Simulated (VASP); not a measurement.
# ZnS (Imm2) in VASP: notebook

One crystal, ZnS, is run at these levels: PBEsol; tasks: relaxation of cell and atoms.

All numbers are computed with VASP 6.6.1; they aren't measurements. Logs are shortened: lines on timing, memory, paths and dates and some standing lists are left out, and cuts for length are marked.

### Step 1. Starting point

The structure is orthorhombic, space group Imm2 (No. 44). The conventional cell has a = 3.727 Å, b = 3.844 Å, c = 5.437 Å, α = 90.00°, β = 90.00°, γ = 90.00°. Around Zn (site symmetry mm2) lie 4 S at 2.31 to 2.35 Å. Around S (site symmetry mm2) lie 4 Zn at 2.31 to 2.35 Å.

### Step 2. Relaxation of cell and atoms, PBEsol

The input, INCAR:

```
PREC = Accurate
ENCUT = 600
EDIFF = 1E-6
ISMEAR = 0
SIGMA = 0.03
LREAL = F
LASPH = T
NELM = 80
ALGO = Normal
ISIF = 3
LWAVE = F
LCHARG = F
GGA = PS
IBRION = 2
NSW = 90
EDIFFG = -0.01
LATTICE_CONSTRAINTS = .FALSE. .FALSE. .TRUE.
```

The input, KPOINTS:

```
Automatic mesh
0
Gamma
  18 18 18
```

The input, POSCAR:

```
ZnS
1.0
    3.8444207800      0.0000000000      0.0000000000
    0.0000000000      5.4368320000      0.0000000000
    1.9222103900     -2.7184160000      1.8634615900
Zn S
1 1
Direct
    0.5000000000      0.2500000000      0.0000000000
    0.0000000000      0.0000000000      0.0000000000
```

Potentials or basis: VASP PAW PBE potentials, release 64 (Zn, S).

The run is started by

```
$ cat potpaw_PBE.64/Zn/POTCAR potpaw_PBE.64/S/POTCAR > POTCAR
$ mpirun -np 1 vasp_std > vasp.out
```

OUTCAR:

```text
PREC = Accurate
   ENCUT = 600
   EDIFF = 1E-6
   ISMEAR = 0
   LREAL = F
   LASPH = T
   NELM = 80
   ISIF = 3
   GGA = PS
   IBRION = 2
   NSW = 90
   EDIFFG = -0.01

 ion  position               nearest neighbor table
   1  0.500  0.250  0.000-   2 2.31   2 2.31   2 2.35   2 2.35
   2  0.000  0.000  0.000-   1 2.31   1 2.31   1 2.35   1 2.35

  LATTYP: Found a body centered orthorhombic cell.
 ALAT       =     3.7269231800
 B/A-ratio  =     1.0315267029
 C/A-ratio  =     1.4587990515

  Lattice vectors:

 A1 = (   1.9222103900,   2.7184160000,  -1.8634615900)
 A2 = (  -1.9222103900,   2.7184160000,   1.8634615900)
 A3 = (   1.9222103900,  -2.7184160000,   1.8634615900)

Analysis of symmetry for initial positions (statically):
=====================================================================
 Subroutine PRICEL returns:
 Original cell was already a primitive cell.

 Routine SETGRP: Setting up the symmetry group for a
 body centered orthorhombic supercell.

 Subroutine GETGRP returns: Found  4 space group operations
 (whereof  4 operations were pure point group operations)
 out of a pool of  8 trial point group operations.

The static configuration has the point symmetry C_2v.

Analysis of symmetry for dynamics (positions and initial velocities):
=====================================================================
 Subroutine PRICEL returns:
 Original cell was already a primitive cell.

 Routine SETGRP: Setting up the symmetry group for a
 body centered orthorhombic supercell.

 Subroutine GETGRP returns: Found  4 space group operations
 (whereof  4 operations were pure point group operations)
 out of a pool of  8 trial point group operations.

The dynamic configuration has the point symmetry C_2v.

 Subroutine INISYM returns: Found  4 space group operations
 (whereof  4 operations are pure point group operations),
 and found     1 'primitive' translations

----------------------------------------------------------------------------------------

                                     Primitive cell

  volume of cell :      38.9491

  direct lattice vectors                    reciprocal lattice vectors
     3.844420780  0.000000000  0.000000000     0.260117208  0.000000000 -0.268317846
     0.000000000  5.436832000  0.000000000     0.000000000  0.183930642  0.268317846
     1.922210390 -2.718416000  1.863461590     0.000000000  0.000000000  0.536635692

  length of vectors
     3.844420780  5.436832000  3.815385620     0.373705002  0.325307466  0.536635692

  position of ions in fractional coordinates (direct lattice)
     0.500000000  0.250000000  0.000000000
     0.000000000  0.000000000  0.000000000

  ion indices of the primitive-cell ions
   primitive index   ion index
                 1           1
                 2           2

----------------------------------------------------------------------------------------

 KPOINTS: Automatic mesh

Automatic generation of k-mesh.
 Grid dimensions read from file:
 generate k-points for:   18   18   18

 Generating k-lattice:

  Cartesian coordinates                     Fractional coordinates (reciprocal lattice)
     0.014450956  0.000000000 -0.014906547     0.055555556  0.000000000  0.000000000
     0.000000000  0.010218369  0.014906547     0.000000000  0.055555556  0.000000000
     0.000000000  0.000000000  0.029813094     0.000000000  0.000000000  0.055555556

  Length of vectors
     0.020761389  0.018072637  0.029813094

  Shift w.r.t. Gamma in fractional coordinates (k-lattice)
     0.000000000  0.000000000  0.000000000

 Subroutine IBZKPT returns following result:
 ===========================================

 Found    865 irreducible k-points:

 Following reciprocal coordinates:
            Coordinates               Weight
  0.000000  0.000000  0.000000      1.000000
  0.055556  0.000000 -0.000000      4.000000
  0.111111  0.000000 -0.000000      4.000000
  0.166667  0.000000  0.000000      4.000000
  0.222222  0.000000 -0.000000      4.000000
  0.277778  0.000000 -0.000000      4.000000
[... 16 lines left out ...]
 -0.333333  0.055556  0.000000      8.000000
 -0.277778  0.055556  0.000000      8.000000
 [... further k-points ...]
   k-points           NKPTS =    865   k-points in BZ     NKDIM =    865   number of bands    NBANDS=     13
   number of dos      NEDOS =    301   number of ions     NIONS =      2
   total plane-waves  NPLWV =  46080
   dimension x,y,z NGX =    32 NGY =   48 NGZ =   30
   dimension x,y,z NGXF=    64 NGYF=   96 NGZF=   60
   ions per type =               1   1
   NGX,Y,Z   is equivalent  to a cutoff of  13.84, 14.68, 13.07 a.u.
   NGXF,Y,Z  is equivalent  to a cutoff of  27.68, 29.35, 26.14 a.u.
 SYSTEM =  unknown system
   PREC   = accura    normal or accurate (medium, high low for compatibility)
   ISTART =      0    job   : 0-new  1-cont  2-samecut
   ICHARG =      2    charge: 1-file 2-atom 10-const
   ISPIN  =      1    spin polarized calculation?
   LNONCOLLINEAR =      F non collinear calculations
   LSORBIT =      F    spin-orbit coupling
   LASPH  =      T    aspherical Exc in radial PAW
   ENCUT  =  600.0 eV  44.10 Ry    6.64 a.u.   7.68 10.86  7.62*2*pi/ulx,y,z
   NELM   =     80;   NELMIN=  2; NELMDL= -5     # of ELM steps
   EDIFF  = 0.1E-05   stopping-criterion for ELM
   LREAL  =      F    real-space projection
   EDIFFG = -.1E-01   stopping-criterion for IOM
   NSW    =     90    number of steps for IOM
   IBRION =      2    ionic relax: 0-MD 1-quasi-New 2-CG
   NFREE  =      1    steps in history (QN), initial steepest desc. (CG)
   ISIF   =      3    stress and relaxation
   ISYM   =      2    0-nonsym 1-usesym 2-fastsym
   POTIM  = 0.5000    time-step for ionic-motion
   TEBEG  =    0.0;   TEEND  =   0.0 temperature during run
   PSTRESS=    0.0 pullay stress
   NELECT =      18.0000    total number of electrons
   NUPDOWN=      -1.0000    fix difference up-down
   EMIN   =  10.00;   EMAX   =-10.00  energy-range for DOS
   EFERMI =   0.00;   METHOD = LEGACY
   ISMEAR =     0;   SIGMA  =   0.03  broadening in eV -4-tet -1-fermi 0-gaus
   EFERMI_NEDOS =   21; number of points for ismear=-14 and -15
   IALGO  =     38    algorithm
   IMIX   =      4    mixing-type and parameters
     AMIX     =   0.40;   BMIX     =  1.00
     AMIX_MAG =   1.60;   BMIX_MAG =  1.00
  volume/ion in A,a.u.               =      19.47       131.42
  Fermi-wavevector in a.u.,A,eV,Ry     =   1.265707  2.391840 21.796733  1.602015
  Thomas-Fermi vector in A             =   2.398946
   LORBIT       =      0    0 simple, 1 ext, 2 COOP (PROOUT), +10 PAW based schemes
   GGA     = PS    functional components
   LHFCALC =     F    Hartree Fock is set to
   AEXX    =    0.0000 exact exchange contribution
   IVDW    =     0    specifies the selected vdW correction
   LEPSILON=     F    determine dielectric tensor
   LRPA    =     F    only Hartree local field effects (RPA)
 conjugate gradient relaxation of ions
 non-spin polarized calculation
 Gauss-broadening in eV      SIGMA  =   0.03
  energy-cutoff  :      600.00
  volume of cell :       38.95
 maximum number of plane-waves:      1321
   NGX = 15   NGY = 21   NGZ = 15

--------------------------------------- Ionic step        1  -------------------------------------------

 number of electron      17.9999998 magnetization

 Free energy of the ion-electron system (eV)
  ---------------------------------------------------
  ext. energy  EPLUGINS =         0.00000000
  ---------------------------------------------------
  free energy    TOTEN  =        -7.57892163 eV

  energy without entropy =       -7.57892163  energy(sigma->0) =       -7.57892163

------------------------ aborting loop because EDIFF is reached ----------------------------------------

  FORCE on cell =-STRESS in cart. coord.  units (eV):
  Direction    XX          YY          ZZ          XY          YZ          ZX
  --------------------------------------------------------------------------------------
  -------------------------------------------------------------------------------------
  Total       -0.6570331     -0.2933670      0.4137116      0.0000000      0.0000000      0.0000000
  in kB      -27.0271687    -12.0677019     17.0180961      0.0000000      0.0000000      0.0000000
  external PRESSURE =      -7.3589248 kB  Pullay stress =       0.0000000 kB
[... 165 lines left out ...]
  energy  without entropy=       -7.5822041191  energy(sigma->0) =       -7.58220412

--------------------------------------- Ionic step        6  -------------------------------------------

 number of electron      18.0000000 magnetization

 Free energy of the ion-electron system (eV)
  ---------------------------------------------------
  ext. energy  EPLUGINS =         0.00000000
  ---------------------------------------------------
  free energy    TOTEN  =        -7.58224023 eV

  energy without entropy =       -7.58224023  energy(sigma->0) =       -7.58224023

 E-fermi :   2.2640     XC(G=0):  -9.8749

 val. band max:        2.1392950962   @ k =   0.0000   0.0000   0.0000
 cond. band min:       4.0541874905   @ k =   0.0000   0.0000   0.0000
 fundamental gap:      1.9148923943
 Fermi energy:         2.2640087889

 k-point     1 :       0.0000    0.0000    0.0000
  band No.  band energies     occupation
      1     -11.1288      2.00000
      2      -4.3352      2.00000
      3      -4.3347      2.00000
      4      -4.3203      2.00000
      5      -3.8277      2.00000
      6      -3.8233      2.00000
      7       2.0148      2.00000
      8       2.0297      2.00000
      9       2.1393      2.00000
     10       4.0542      0.00000
     11       8.2126      0.00000
     12       8.3765      0.00000
     13       8.5313      0.00000
[... 353 lines left out ...]
 k-point    24 :      -0.2778    0.0556    0.0000
  band No.  band energies     occupation
      1     -10.3110      2.00000
      2      -4.3841      2.00000
      3      -4.1304      2.00000
      4      -4.1183      2.00000
      5      -3.8488      2.00000
      6      -3.7732      2.00000
      7      -1.2063      2.00000
      8       0.3892      2.00000
      9       0.4363      2.00000
     10       6.0734      0.00000
     11       6.5661      0.00000
     12      10.5233      0.00000
     13      11.2368      0.00000

 [... further k-points ...]

------------------------ aborting loop because EDIFF is reached ----------------------------------------

  FORCE on cell =-STRESS in cart. coord.  units (eV):
  Direction    XX          YY          ZZ          XY          YZ          ZX
  --------------------------------------------------------------------------------------
  -------------------------------------------------------------------------------------
  Total       -0.5818094     -0.4248529     -0.0145270      0.0000000      0.0000000      0.0000000
  in kB      -23.7514753    -17.3439694     -0.5930417      0.0000000      0.0000000      0.0000000
  external PRESSURE =     -13.8961621 kB  Pullay stress =       0.0000000 kB
[... 17 lines left out ...]
  FREE ENERGIE OF THE ION-ELECTRON SYSTEM (eV)
  ---------------------------------------------------
  free  energy   TOTEN  =        -7.5822402335 eV

  energy  without entropy=       -7.5822402335  energy(sigma->0) =       -7.58224023

 reached required accuracy - stopping structural energy minimisation
```

Run time: 14 min. Hardware: 1 thread of Intel Xeon 6975P-C (Granite Rapids), shared host; peak memory 0.7 GiB.

Results:

```
Free energy                            : -7.5822 eV
Relaxed volume                         : 19.62 Å³/atom
Relaxed cell                           : a = 3.844 Å, b = 5.437 Å, c = 3.822 Å, α = 135.33°, β = 59.81°, γ = 90.00°
Space group after relaxing (to 0.05 Å) : Imm2 (No. 44)
Energy gained by relaxing              : 1.7 meV/atom
Ionic steps                            : 6
Pressure after relaxing                : -1.4 GPa
Largest force after relaxing           : 0.009 eV/Å
Band gap on the k mesh                 : 1.91 eV, direct
```

Forces on the atoms (eV/Å):
```
Zn   0.000 -0.009  0.000
S    0.000  0.009  0.000
```

The path:
| step | energy change (eV) | largest force (eV/Å) | pressure (GPa) | volume (Å³) |
| --- | --- | --- | --- | --- |
| 1 | 0.0000 | 0.1777 | -0.74 | 38.95 |
| 2 | -0.0031 | 0.0142 | -1.65 | 39.34 |
| 3 | -0.0032 | 0.0310 | -1.46 | 39.30 |
| 4 | -0.0032 | 0.0274 | -1.54 | 39.31 |
| 5 | -0.0033 | 0.0153 | -1.41 | 39.27 |
| 6 | -0.0033 | 0.0087 | -1.39 | 39.25 |

Final structure:
```cif
data_structure
_symmetry_space_group_name_H-M 'P 1'
_symmetry_Int_Tables_number 1
_cell_length_a 3.8444
_cell_length_b 5.4368
_cell_length_c 3.8224
_cell_angle_alpha 135.332
_cell_angle_beta 59.809
_cell_angle_gamma 90.000
_cell_volume 39.25
loop_
_atom_site_label
_atom_site_type_symbol
_atom_site_fract_x
_atom_site_fract_y
_atom_site_fract_z
_atom_site_occupancy
Zn1 Zn 0.50000 0.24811 0.00000 1
S1 S 0.00000 0.00189 0.00000 1
```

Caveat: the PAW data sets were made with another functional, which shifts forces and pressure a little.

### Step 3. Relaxation of cell and atoms, PBEsol

This run uses another cell than the first one, of 19.62 Å³/atom, 1.008 times its volume.

INCAR, as its differences from that of step 2:

```diff
@@ -2,3 +2,3 @@
 ENCUT = 600
-EDIFF = 1E-6
+EDIFF = 1E-7
 ISMEAR = 0
@@ -15,3 +15,3 @@
 NSW = 90
-EDIFFG = -0.01
+EDIFFG = -0.005
 LATTICE_CONSTRAINTS = .FALSE. .FALSE. .TRUE.
```

KPOINTS is that of step 2.

The input, POSCAR:

```
ZnS                                     
1.0
    3.8444207800      0.0000000000      0.0000000000
    0.0000000000      5.4368320000      0.0000000000
    1.9222103900     -2.7184160000      1.8776898647
  Zn              S             
     1     1
Direct
     0.5000000000000000    0.2481114118014180    0.0000000000000000
     0.0000000000000000    0.0018885881985820    0.0000000000000000
```

Potentials or basis: VASP PAW PBE potentials, release 64 (Zn, S).

The run is started by

```
$ cat potpaw_PBE.64/Zn/POTCAR potpaw_PBE.64/S/POTCAR > POTCAR
$ mpirun -np 1 vasp_std > vasp.out
```

Run time: 11 min. Hardware: 1 thread of Intel Xeon 6975P-C (Granite Rapids), shared host; peak memory 0.7 GiB.

Results (log left out):

```yaml
Free_energy: -7.5823 eV
Relaxed_volume: 19.61 Å³/atom
Relaxed_cell: a = 3.844 Å, b = 5.437 Å, c = 3.822 Å, α = 135.34°, β = 59.80°, γ = 90.00°
Space_group_after_relaxing_to_0.05_Å: Imm2 (No. 44)
Energy_gained_by_relaxing: 0.0 meV/atom
Ionic_steps: 4
Pressure_after_relaxing: -1.3 GPa
Largest_force_after_relaxing: 0.005 eV/Å
Band_gap_on_the_k_mesh: 1.91 eV, direct
```

Forces in eV/Å, atoms in the order of the input:
```
Zn   0.000 -0.005  0.000
S    0.000  0.005  0.000
```

Stress tensor (GPa, compression positive):
```
-2.35  0.00  0.00
 0.00 -1.70  0.00
 0.00  0.00  0.03
```

Final structure:
```cif
data_structure
_symmetry_space_group_name_H-M 'P 1'
_symmetry_Int_Tables_number 1
_cell_length_a 3.8444
_cell_length_b 5.4368
_cell_length_c 3.8215
_cell_angle_alpha 135.344
_cell_angle_beta 59.802
_cell_angle_gamma 90.000
_cell_volume 39.21
loop_
_atom_site_label
_atom_site_type_symbol
_atom_site_fract_x
_atom_site_fract_y
_atom_site_fract_z
_atom_site_occupancy
Zn1 Zn 0.50000 0.24797 0.00000 1
S1 S 0.00000 0.00203 0.00000 1
```

Levels at points of the mesh, in eV from the valence-band top:
```csv
k point,band 6,band 7,band 8,band 9,band 10,band 11,band 12,band 13
"(0.00, 0.00, 0.00)",-5.97,-0.13,-0.11,0.00,1.91,6.06,6.23,6.39
"(0.50, 0.00, 0.00)",-5.75,-4.69,-2.39,-2.36,3.12,3.85,10.79,11.75
"(0.00, 0.50, 0.00)",-5.75,-5.46,-1.01,-1.00,3.03,6.65,6.70,8.66
"(0.50, 0.50, 0.00)",-5.78,-5.50,-1.00,-0.85,3.21,6.74,6.91,8.61
"(0.00, 0.00, 0.50)",-5.77,-4.76,-2.44,-2.18,3.14,4.02,10.70,11.85
```

Caveat: the PAW data sets were made with another functional, which shifts forces and pressure a little.
